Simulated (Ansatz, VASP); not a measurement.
Se in VASP and in Ansatz

```
Se
1.0
     3.65061    0.00000    0.00000
    -1.82530    3.16152    0.00000
     0.00000    0.00000    3.80373
Se
2
Direct
  0.33333 0.66667 0.25000
  0.66667 0.33333 0.75000
```

Alike in both runs: task single point; functional revPBE; k mesh 11 × 11 × 9; occupations fermi-dirac, width 0.1 eV; no spin polarisation.

|  | VASP | Ansatz |
| --- | --- | --- |
| version | VASP 6.6.1 | Ansatz 0.2.0 |
| potentials or method | VASP PAW PBE potentials, release 64 (Se) | plane waves (420 eV) with PAW, scalar-relativistic |
| plane-wave cutoff (eV) | 520 | 420 |
| valence electrons in the cell | 12 | 32 |

```tsv
	VASP	Ansatz	Ansatz less VASP
pressure (GPa)	2.6	2.6	0.00
largest component of the traceless stress (GPa)	0.49	0.49	-0.005
```

With one functional, cell and mesh, what is left measures potentials, basis and numerics. The two sets of potentials don't hold the same shells in valence.

Caveats: the PAW data sets were made with another functional, which shifts forces and pressure a little (VASP).
